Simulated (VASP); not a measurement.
Here is a VASP 6.6.1 calculation.

Contents of INCAR:

```
PREC = Accurate
ENCUT = 600
EDIFF = 1E-6
ISMEAR = -1
SIGMA = 0.05
LREAL = F
LASPH = T
NELM = 80
ALGO = Normal
ISIF = 3
LWAVE = F
LCHARG = F
GGA = PE
IVDW = 12
IBRION = 2
NSW = 40
EDIFFG = -0.005
```

The input KPOINTS:

```
Automatic mesh
0
Gamma
  8 8 4
```

POSCAR

```
TiTe2
1.0
    3.7770000000      0.0000000000      0.0000000000
   -1.8885000000      3.2709779501      0.0000000000
    0.0000000000      0.0000000000      6.4980000000
Te Ti
2 1
Direct
    0.3333333333      0.6666666667      0.7372000000
    0.6666666667      0.3333333333      0.2628000000
    0.0000000000      0.0000000000      0.0000000000
```

Potentials or basis: VASP PAW PBE potentials, release 64 (Te, Ti_sv).

The run is started by

```sh
$ cat potpaw_PBE.64/Te/POTCAR potpaw_PBE.64/Ti_sv/POTCAR > POTCAR
$ mpirun -np 1 vasp_std > vasp.out
```

(1) Predict the band gap on the k mesh.

(2) Estimate the relaxed cell.

(3) What does it give for the relaxed volume?

(4) Estimate the dispersion energy per atom.

Results:

(1) none (metal or under the smearing width).

(2) a = 3.705 Å, b = 3.705 Å, c = 6.349 Å, α = 90.00°, β = 90.00°, γ = 120.00°.

(3) 25.16 Å³/atom.

(4) -0.523 eV.
